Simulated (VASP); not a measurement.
# CsI (Pm-3m) in VASP: single point with LDA

Aim: the single point of CsI with LDA.

Everything below comes from runs of VASP 6.6.1. Logs are shortened: lines on timing, memory, paths and dates and some standing lists are left out, and cuts for length are marked.

**1. The structure**

The structure is cubic, space group Pm-3m (No. 221). The conventional cell has a = 4.567 Å, b = 4.567 Å, c = 4.567 Å, α = 90.00°, β = 90.00°, γ = 90.00°. Around Cs (site symmetry m-3m) lie 8 I at 3.95 Å. I (site symmetry m-3m) has 8 Cs at 3.95 Å as nearest neighbours.

**2. Single point, LDA**

The input, INCAR:

```
SYSTEM = CsI
PREC = Accurate
ENCUT = 520
EDIFF = 1E-6
ISMEAR = 0
SIGMA = 0.1
LREAL = .False.
LASPH = .True.
NELM = 60
ALGO = Normal
ISIF = 2
LWAVE = .False.
LCHARG = .False.
GGA = CA
NBANDS = 15
```

The input, KPOINTS:

```
regular mesh
0
Gamma
  4 4 4
  0 0 0
```

The input, POSCAR:

```
CsI
1.0
    4.5667000000      0.0000000000      0.0000000000
    0.0000000000      4.5667000000      0.0000000000
    0.0000000000      0.0000000000      4.5667000000
Cs I
1 1
Direct
    0.0000000000      0.0000000000      0.0000000000
    0.5000000000      0.5000000000      0.5000000000
```

Potentials or basis: VASP PAW LDA potentials, release 64 (Cs_sv, I).

Started as:

```console
cat potpaw_LDA.64/Cs_sv/POTCAR potpaw_LDA.64/I/POTCAR > POTCAR
mpirun -np 1 vasp_std > vasp.out
```

OUTCAR:

```text
SYSTEM = CsI
   PREC = Accurate
   ENCUT = 520
   EDIFF = 1E-6
   ISMEAR = 0
   LREAL = .False.
   LASPH = .True.
   NELM = 60
   ISIF = 2
   GGA = CA

 ion  position               nearest neighbor table
   1  0.000  0.000  0.000-
   2  0.500  0.500  0.500-

  LATTYP: Found a simple cubic cell.
 ALAT       =     4.5667000000

  Lattice vectors:

 A1 = (   4.5667000000,   0.0000000000,   0.0000000000)
 A2 = (   0.0000000000,   4.5667000000,   0.0000000000)
 A3 = (   0.0000000000,   0.0000000000,   4.5667000000)

Analysis of symmetry for initial positions (statically):
=====================================================================
 Subroutine PRICEL returns:
 Original cell was already a primitive cell.

 Routine SETGRP: Setting up the symmetry group for a
 simple cubic supercell.

 Subroutine GETGRP returns: Found 48 space group operations
 (whereof 48 operations were pure point group operations)
 out of a pool of 48 trial point group operations.

The static configuration has the point symmetry O_h .

Analysis of symmetry for dynamics (positions and initial velocities):
=====================================================================
 Subroutine PRICEL returns:
 Original cell was already a primitive cell.

 Routine SETGRP: Setting up the symmetry group for a
 simple cubic supercell.

 Subroutine GETGRP returns: Found 48 space group operations
 (whereof 48 operations were pure point group operations)
 out of a pool of 48 trial point group operations.

The dynamic configuration has the point symmetry O_h .

 Subroutine INISYM returns: Found 48 space group operations
 (whereof 48 operations are pure point group operations),
 and found     1 'primitive' translations

----------------------------------------------------------------------------------------

                                     Primitive cell

  volume of cell :      95.2374

  direct lattice vectors                    reciprocal lattice vectors
     4.566700000  0.000000000  0.000000000     0.218976504  0.000000000  0.000000000
     0.000000000  4.566700000  0.000000000     0.000000000  0.218976504  0.000000000
     0.000000000  0.000000000  4.566700000     0.000000000  0.000000000  0.218976504

  length of vectors
     4.566700000  4.566700000  4.566700000     0.218976504  0.218976504  0.218976504

  position of ions in fractional coordinates (direct lattice)
     0.000000000  0.000000000  0.000000000
     0.500000000  0.500000000  0.500000000

  ion indices of the primitive-cell ions
   primitive index   ion index
                 1           1
                 2           2

----------------------------------------------------------------------------------------

 KPOINTS: regular mesh

Automatic generation of k-mesh.
 Grid dimensions read from file:
 generate k-points for:    4    4    4

 Generating k-lattice:

  Cartesian coordinates                     Fractional coordinates (reciprocal lattice)
     0.054744126  0.000000000  0.000000000     0.250000000  0.000000000  0.000000000
     0.000000000  0.054744126  0.000000000     0.000000000  0.250000000  0.000000000
     0.000000000  0.000000000  0.054744126     0.000000000  0.000000000  0.250000000

  Length of vectors
     0.054744126  0.054744126  0.054744126

  Shift w.r.t. Gamma in fractional coordinates (k-lattice)
     0.000000000  0.000000000  0.000000000

 Subroutine IBZKPT returns following result:
 ===========================================

 Found     10 irreducible k-points:

 Following reciprocal coordinates:
            Coordinates               Weight
  0.000000  0.000000  0.000000      1.000000
  0.250000  0.000000  0.000000      6.000000
  0.500000  0.000000  0.000000      3.000000
  0.250000  0.250000  0.000000     12.000000
  0.500000  0.250000  0.000000     12.000000
  0.500000  0.500000  0.000000      3.000000
  0.250000  0.250000  0.250000      8.000000
  0.500000  0.250000  0.250000     12.000000
  0.500000  0.500000  0.250000      6.000000
  0.500000  0.500000  0.500000      1.000000
   k-points           NKPTS =     10   k-points in BZ     NKDIM =     10   number of bands    NBANDS=     15
   number of dos      NEDOS =    301   number of ions     NIONS =      2
   total plane-waves  NPLWV =  46656
   dimension x,y,z NGX =    36 NGY =   36 NGZ =   36
   dimension x,y,z NGXF=    72 NGYF=   72 NGZF=   72
   ions per type =               1   1
   NGX,Y,Z   is equivalent  to a cutoff of  13.11, 13.11, 13.11 a.u.
   NGXF,Y,Z  is equivalent  to a cutoff of  26.21, 26.21, 26.21 a.u.
 SYSTEM =  CsI
   PREC   = accura    normal or accurate (medium, high low for compatibility)
   ISTART =      0    job   : 0-new  1-cont  2-samecut
   ICHARG =      2    charge: 1-file 2-atom 10-const
   ISPIN  =      1    spin polarized calculation?
   LNONCOLLINEAR =      F non collinear calculations
   LSORBIT =      F    spin-orbit coupling
   LASPH  =      T    aspherical Exc in radial PAW
   ENCUT  =  520.0 eV  38.22 Ry    6.18 a.u.   8.49  8.49  8.49*2*pi/ulx,y,z
   NELM   =     60;   NELMIN=  2; NELMDL= -5     # of ELM steps
   EDIFF  = 0.1E-05   stopping-criterion for ELM
   LREAL  =      F    real-space projection
   EDIFFG = 0.1E-04   stopping-criterion for IOM
   NSW    =      0    number of steps for IOM
   IBRION =     -1    ionic relax: 0-MD 1-quasi-New 2-CG
   NFREE  =      0    steps in history (QN), initial steepest desc. (CG)
   ISIF   =      2    stress and relaxation
   ISYM   =      2    0-nonsym 1-usesym 2-fastsym
   POTIM  = 0.5000    time-step for ionic-motion
   TEBEG  =    0.0;   TEEND  =   0.0 temperature during run
   PSTRESS=    0.0 pullay stress
   NELECT =      16.0000    total number of electrons
   NUPDOWN=      -1.0000    fix difference up-down
   EMIN   =  10.00;   EMAX   =-10.00  energy-range for DOS
   EFERMI =   0.00;   METHOD = LEGACY
   ISMEAR =     0;   SIGMA  =   0.10  broadening in eV -4-tet -1-fermi 0-gaus
   EFERMI_NEDOS =   21; number of points for ismear=-14 and -15
   IALGO  =     38    algorithm
   IMIX   =      4    mixing-type and parameters
     AMIX     =   0.40;   BMIX     =  1.00
     AMIX_MAG =   1.60;   BMIX_MAG =  1.00
  volume/ion in A,a.u.               =      47.62       321.35
  Fermi-wavevector in a.u.,A,eV,Ry     =   0.903328  1.707043 11.102385  0.816002
  Thomas-Fermi vector in A             =   2.026641
   LORBIT       =      0    0 simple, 1 ext, 2 COOP (PROOUT), +10 PAW based schemes
   GGA     = CA    functional components
   LHFCALC =     F    Hartree Fock is set to
   AEXX    =    0.0000 exact exchange contribution
   IVDW    =     0    specifies the selected vdW correction
   LEPSILON=     F    determine dielectric tensor
   LRPA    =     F    only Hartree local field effects (RPA)
 non-spin polarized calculation
 Gauss-broadening in eV      SIGMA  =   0.10
  energy-cutoff  :      520.00
  volume of cell :       95.24
 maximum number of plane-waves:      2562
 NGX is ok and might be reduce to    36
   NGX = 17   NGY = 17   NGZ = 17

 number of electron      16.0000003 magnetization

 Free energy of the ion-electron system (eV)
  ---------------------------------------------------
  ext. energy  EPLUGINS =         0.00000000
  ---------------------------------------------------
  free energy    TOTEN  =        -6.13914550 eV

  energy without entropy =       -6.13914550  energy(sigma->0) =       -6.13914550

 E-fermi :   1.1093     XC(G=0):  -8.0810

 val. band max:        0.6585562065   @ k =   0.5000   0.5000   0.0000
 cond. band min:       4.1931108984   @ k =   0.0000   0.0000   0.0000
 fundamental gap:      3.5345546919
 Fermi energy:         1.1092714856

 k-point     1 :       0.0000    0.0000    0.0000
  band No.  band energies     occupation
      1     -19.6810      2.00000
      2     -10.0614      2.00000
      3      -6.3782      2.00000
      4      -6.3782      2.00000
      5      -6.3782      2.00000
      6       0.5678      2.00000
      7       0.5678      2.00000
      8       0.5678      2.00000
      9       4.1931      0.00000
     10       4.6185      0.00000
     11       4.6185      0.00000
     12       8.3298      0.00000
     13       8.3298      0.00000
     14       8.3298      0.00000
     15      10.7711      0.00000

 k-point     2 :       0.2500    0.0000    0.0000
  band No.  band energies     occupation
      1     -19.6681      2.00000
      2     -10.0663      2.00000
      3      -6.4634      2.00000
      4      -6.3447      2.00000
      5      -6.3447      2.00000
      6      -0.3315      2.00000
      7       0.4873      2.00000
      8       0.4873      2.00000
      9       4.9836      0.00000
     10       5.3594      0.00000
     11       5.8874      0.00000
     12       8.2069      0.00000
     13       8.2069      0.00000
     14       8.5973      0.00000
     15       8.7387      0.00000

 k-point     3 :       0.5000    0.0000    0.0000
  band No.  band energies     occupation
      1     -19.6552      2.00000
      2     -10.0745      2.00000
      3      -6.5308      2.00000
      4      -6.3105      2.00000
      5      -6.3105      2.00000
      6      -0.9712      2.00000
      7       0.4031      2.00000
      8       0.4031      2.00000
      9       5.6253      0.00000
     10       6.8907      0.00000
     11       7.1539      0.00000
     12       7.3097      0.00000
     13       8.4304      0.00000
     14       8.4304      0.00000
     15       8.9729      0.00000

 k-point     4 :       0.2500    0.2500    0.0000
  band No.  band energies     occupation
      1     -19.6559      2.00000
      2     -10.0258      2.00000
      3      -6.5774      2.00000
      4      -6.4279      2.00000
      5      -6.3175      2.00000
      6      -0.3402      2.00000
      7       0.0905      2.00000
      8       0.5077      2.00000
      9       5.4380      0.00000
     10       5.6473      0.00000
     11       6.5424      0.00000
     12       7.2798      0.00000
     13       8.1112      0.00000
     14       8.4902      0.00000
     15       9.1606      0.00000

 k-point     5 :       0.5000    0.2500    0.0000
  band No.  band energies     occupation
      1     -19.6436      2.00000
      2      -9.9863      2.00000
      3      -6.6427      2.00000
      4      -6.5497      2.00000
      5      -6.2897      2.00000
      6      -0.6027      2.00000
      7       0.0528      2.00000
      8       0.5247      2.00000
      9       5.3692      0.00000
     10       5.9763      0.00000
     11       7.3002      0.00000
     12       7.3509      0.00000
     13       7.3685      0.00000
     14       8.6883      0.00000
     15       9.5075      0.00000

 k-point     6 :       0.5000    0.5000    0.0000
  band No.  band energies     occupation
      1     -19.6320      2.00000
      2      -9.8906      2.00000
      3      -6.7657      2.00000
      4      -6.7657      2.00000
      5      -6.2687      2.00000
      6      -0.2189      2.00000
      7      -0.2189      2.00000
      8       0.6586      2.00000
      9       4.6431      0.00000
     10       5.3736      0.00000
     11       6.6150      0.00000
     12       6.6150      0.00000
     13      10.0701      0.00000
     14      10.0701      0.00000
     15      10.0938      0.00000

 k-point     7 :       0.2500    0.2500    0.2500
  band No.  band energies     occupation
      1     -19.6442      2.00000
      2      -9.9708      2.00000
      3      -6.5310      2.00000
      4      -6.5310      2.00000
      5      -6.4486      2.00000
      6      -0.1018      2.00000
      7      -0.0599      2.00000
      8      -0.0599      2.00000
      9       6.4268      0.00000
     10       6.4268      0.00000
     11       6.5982      0.00000
     12       6.7621      0.00000
     13       7.5260      0.00000
     14       7.5260      0.00000
     15      10.9028      0.00000

 k-point     8 :       0.5000    0.2500    0.2500
  band No.  band energies     occupation
      1     -19.6324      2.00000
      2      -9.9146      2.00000
      3      -6.6710      2.00000
      4      -6.5311      2.00000
      5      -6.4832      2.00000
      6      -0.5139      2.00000
      7      -0.2120      2.00000
      8       0.1613      2.00000
      9       5.9441      0.00000
     10       6.3062      0.00000
     11       6.4084      0.00000
     12       7.8699      0.00000
     13       8.3550      0.00000
     14       8.4094      0.00000
     15      10.3325      0.00000

 k-point     9 :       0.5000    0.5000    0.2500
  band No.  band energies     occupation
      1     -19.6211      2.00000
      2      -9.8385      2.00000
      3      -6.7070      2.00000
      4      -6.7070      2.00000
      5      -6.4637      2.00000
      6      -0.4613      2.00000
      7      -0.4613      2.00000
      8      -0.1199      2.00000
      9       5.7744      0.00000
     10       6.8709      0.00000
     11       6.9265      0.00000
     12       6.9265      0.00000
     13       9.4368      0.00000
     14       9.4368      0.00000
     15      10.3196      0.00000

 k-point    10 :       0.5000    0.5000    0.5000
  band No.  band energies     occupation
      1     -19.6101      2.00000
      2      -9.7845      2.00000
      3      -6.6457      2.00000
      4      -6.6457      2.00000
      5      -6.6457      2.00000
      6      -0.6950      2.00000
      7      -0.6950      2.00000
      8      -0.6950      2.00000
      9       7.6162      0.00000
     10       7.6162      0.00000
     11       7.6162      0.00000
     12       8.3809      0.00000
     13       8.3809      0.00000
     14       8.3809      0.00000
     15      10.4299      0.00000

------------------------ aborting loop because EDIFF is reached ----------------------------------------

  FORCE on cell =-STRESS in cart. coord.  units (eV):
  Direction    XX          YY          ZZ          XY          YZ          ZX
  --------------------------------------------------------------------------------------
  -------------------------------------------------------------------------------------
  Total       -0.7998191     -0.7998191     -0.7998191      0.0000000     -0.0000000     -0.0000000
  in kB      -13.4553468    -13.4553468    -13.4553468      0.0000000     -0.0000000     -0.0000000
  external PRESSURE =     -13.4553468 kB  Pullay stress =       0.0000000 kB

 VOLUME and BASIS-vectors are now :
 -----------------------------------------------------------------------------
  energy-cutoff  :      520.00
  volume of cell :       95.24
      direct lattice vectors                 reciprocal lattice vectors
     4.566700000  0.000000000  0.000000000     0.218976504  0.000000000  0.000000000
     0.000000000  4.566700000  0.000000000     0.000000000  0.218976504  0.000000000
     0.000000000  0.000000000  4.566700000     0.000000000  0.000000000  0.218976504

 POSITION                                       TOTAL-FORCE (eV/Angst)
 -----------------------------------------------------------------------------------
      0.00000      0.00000      0.00000         0.000000      0.000000      0.000000
      2.28335      2.28335      2.28335         0.000000      0.000000      0.000000
 -----------------------------------------------------------------------------------
    total drift:                               -0.000000      0.000000      0.000000

  FREE ENERGIE OF THE ION-ELECTRON SYSTEM (eV)
  ---------------------------------------------------
  free  energy   TOTEN  =        -6.1391455048 eV

  energy  without entropy=       -6.1391455048  energy(sigma->0) =       -6.13914550
```

Run time: 13 s. Hardware: 1 thread of Intel Xeon Platinum 8259CL at 2.50GHz (Skylake/Cascade Lake), shared host; peak memory 0.17 GiB.

Results:

```
Free energy            : -6.1391 eV
Pressure               : -1.3 GPa
Band gap on the k mesh : 3.53 eV, indirect (least direct gap 3.63 eV)
```

Caveat: spin-orbit coupling is left out, which moves the levels of the heavy elements.
